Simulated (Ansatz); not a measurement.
Runs of Ansatz 0.2.0 on SnTe. It takes space group F-43m (No. 216, cubic). The conventional cell has a = 7.222 Å, b = 7.222 Å, c = 7.222 Å, α = 90.00°, β = 90.00°, γ = 90.00°. Te (site symmetry -43m) has 4 Sn at 3.13 Å as nearest neighbours. Sn (site symmetry -43m) is surrounded by 4 Te at 3.13 Å. Measurements of this composition are mostly on another form, of space group No. 225.

```tsv
cell	target pressure (GPa)	gap on the mesh (eV)	pressure (GPa)
relaxed to 2 GPa	2	0.17	2.0
relaxed	0	(a)	0.0
relaxed to 20 GPa	20	none	20.0
relaxed to 30 GPa	30	none	30.0
relaxed to 5 GPa	5	none	5.0
```

Alike in all rows: task relaxation of cell and atoms; level r2SCAN; potentials or basis Ansatz PAW; no spin polarisation; k mesh 7 × 7 × 7; cutoff (eV) 500; smearing fermi-dirac 0.05 eV.

Task: Estimate the missing entries.

Result: (a) 0.34.

Caveats: the plane-wave basis is chosen anew once the cell has moved, so the energies of steps on either side of that aren't comparable; the PAW data sets come from PBE, with cores solved anew for the run's functional, which leaves a small shift of forces and pressure; odd divisions of the mesh miss points on the zone boundary, where band edges often lie, so the gap on the mesh can be too wide (some runs); spin-orbit coupling is left out, which moves the levels of the heavy elements (some runs).

A k mesh can miss the band edges, and the runs leave out spin-orbit coupling on Sn, Te.

A gap of «none» marks a metal or a gap under the smearing width.
